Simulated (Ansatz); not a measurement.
Here is an Ansatz 0.2.0 calculation.

The input input.yaml:

```yaml
crystal:
  lattice:
    - [0.0, 1.9609, 1.9609]
    - [1.9609, 0.0, 1.9609]
    - [1.9609, 1.9609, 0.0]
  atoms:
    - { symbol: Pt, position: [0.0, 0.0, 0.0] }
hamiltonian:
  xc:
    exchange: hjs_pbesol
    correlation: pbesol
    exx: { coeff: 0.25, omega: 0.207 }
  pseudopotentials: { kind: paw }
kpoints:
  mp_grid: { grid: [6, 6, 6] }
scf:
  occupations: { method: fermi_dirac, width: 0.05 }
output:
  forces: true
  stress: true
relax:
  f_tol: 0.01
  max_steps: 40
  cell: { stress_tol: 0.05 }
```

Potentials or basis: Ansatz PAW.

Run with:

```sh
$ ansatz run input.yaml --threads 2 --pin off --max-ram 5632MiB --backend cpu --events-out ev --progress --plain --runs-dir out
```

Question: Predict the band gap on the k mesh.

Answer: None (metal or under the smearing width).

Question: What does it give for the space group after relaxing (to 0.05 Å)?

Answer: Fm-3m (No. 225).

Final structure:
```
CELL_PARAMETERS angstrom
0.00000 1.94115 1.94115
1.94115 0.00000 1.94115
1.94115 1.94115 0.00000
ATOMIC_POSITIONS crystal
Pt 0.00000 0.00000 0.00000
```

Caveat: the k mesh is coarse (spacing up to 0.46 Å⁻¹), so the values aren't converged, least of all with exact exchange. Spin-orbit coupling is left out, which matters for the levels of Pt.
